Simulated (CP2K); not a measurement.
Here is a CP2K 2026.2 calculation.

Contents of nbh_bands.inp:

```
&GLOBAL
  PROJECT nbh_bands
  RUN_TYPE ENERGY_FORCE
  PRINT_LEVEL LOW
&END GLOBAL
&FORCE_EVAL
  METHOD QS
  STRESS_TENSOR ANALYTICAL
  &DFT
    BASIS_SET_FILE_NAME BASIS_MOLOPT_UZH
    POTENTIAL_FILE_NAME POTENTIAL_UZH
    &MGRID
      CUTOFF 550
      REL_CUTOFF 60
      NGRIDS 4
    &END MGRID
    &QS
      METHOD GPW
      EPS_DEFAULT 1.0E-10
    &END QS
    &KPOINTS
      SCHEME MONKHORST-PACK 12 12 12
      GAMMA_CENTERED T
      SYMMETRY T
      SYMMETRY_BACKEND SPGLIB
    &END KPOINTS
    &SCF
      SCF_GUESS ATOMIC
      EPS_SCF 1.0E-6
      MAX_SCF 100
      ADDED_MOS 13
      CHOLESKY OFF
      EPS_EIGVAL 1.0E-7
      &DIAGONALIZATION ON
        ALGORITHM STANDARD
      &END DIAGONALIZATION
      &MIXING ON
        METHOD BROYDEN_MIXING
        ALPHA 0.4
        BETA 1.5
        NBUFFER 8
      &END MIXING
      &SMEAR ON
        METHOD FERMI_DIRAC
        ELECTRONIC_TEMPERATURE [K] 580.226
      &END SMEAR
    &END SCF
    &XC
      &XC_FUNCTIONAL
        &GGA_X_PBE_SOL
        &END GGA_X_PBE_SOL
        &GGA_C_PBE_SOL
        &END GGA_C_PBE_SOL
      &END XC_FUNCTIONAL
    &END XC
    &PRINT
      &KPOINTS ON
      &END KPOINTS
      &MULLIKEN ON
      &END MULLIKEN
      &MO ON
        ENERGIES T
        OCCUPATION_NUMBERS T
        &EACH
          QS_SCF 0
        &END EACH
        ADD_LAST NUMERIC
      &END MO
      &LOWDIN ON
      &END LOWDIN
      &HIRSHFELD ON
        SHAPE_FUNCTION DENSITY
      &END HIRSHFELD
      &BAND_STRUCTURE
        FILE_NAME bands.bs
        ADDED_MOS 6
        &KPOINT_SET
          UNITS B_VECTOR
          NPOINTS 8
          SPECIAL_POINT GAMMA 0.00000000 0.00000000 0.00000000
          SPECIAL_POINT X 0.00000000 0.00000000 0.50000000
          SPECIAL_POINT Y -0.32791947 0.32791947 0.50000000
          SPECIAL_POINT S -0.41395973 0.41395973 0.41395973
          SPECIAL_POINT GAMMA 0.00000000 0.00000000 0.00000000
          SPECIAL_POINT Z 0.50000000 0.50000000 -0.50000000
          SPECIAL_POINT S1 0.41395973 0.58604027 -0.41395973
          SPECIAL_POINT N 0.00000000 0.50000000 0.00000000
          SPECIAL_POINT P 0.25000000 0.25000000 0.25000000
          SPECIAL_POINT Y1 0.50000000 0.50000000 -0.32791947
          SPECIAL_POINT Z 0.50000000 0.50000000 -0.50000000
        &END KPOINT_SET
        &KPOINT_SET
          UNITS B_VECTOR
          NPOINTS 8
          SPECIAL_POINT X 0.00000000 0.00000000 0.50000000
          SPECIAL_POINT P 0.25000000 0.25000000 0.25000000
        &END KPOINT_SET
      &END BAND_STRUCTURE
    &END PRINT
  &END DFT
  &SUBSYS
    &CELL
      A 3.0169715035 0.0000000000 0.0000000000
      B -0.4067708742 2.9894237754 0.0000000000
      C -1.3051003147 -1.4947118877 2.2725902830
      PERIODIC XYZ
    &END CELL
    &COORD
      Nb  0.0000000000 0.0000000000 0.0000000000
      H   1.3051003147 1.4947118877 0.0000000000
    &END COORD
    &KIND Nb
      BASIS_SET TZVP-MOLOPT-PBE-GTH-q13
      POTENTIAL GTH-PBE-q13
    &END KIND
    &KIND H
      BASIS_SET TZVP-MOLOPT-PBE-GTH-q1
      POTENTIAL GTH-PBE-q1
    &END KIND
    &PRINT
      &ATOMIC_COORDINATES ON
      &END ATOMIC_COORDINATES
      &CELL ON
      &END CELL
    &END PRINT
  &END SUBSYS
  &PRINT
    &FORCES ON
    &END FORCES
    &STRESS_TENSOR ON
    &END STRESS_TENSOR
  &END PRINT
&END FORCE_EVAL
```

Potentials or basis: POTENTIAL_UZH Nb GTH-PBE-q13, H GTH-PBE-q1; TZVP-MOLOPT-PBE-GTH basis.

Run with:

```sh
$ OMP_NUM_THREADS=1 cp2k.psmp -i nbh_bands.inp -o nbh_bands.out
```

(1) Estimate the Hirshfeld charges.

(2) Predict the Mulliken charges.

(3) Predict the pressure.

## Answers

(1) Nb +0.14; H -0.14 e.

(2) Nb +0.38; H -0.38 e.

(3) -5.6 GPa.

Caveat: the potentials were made for another functional, which shifts forces and pressure; the basis of atomic orbitals isn't converged, which shifts pressures, moduli and gaps.
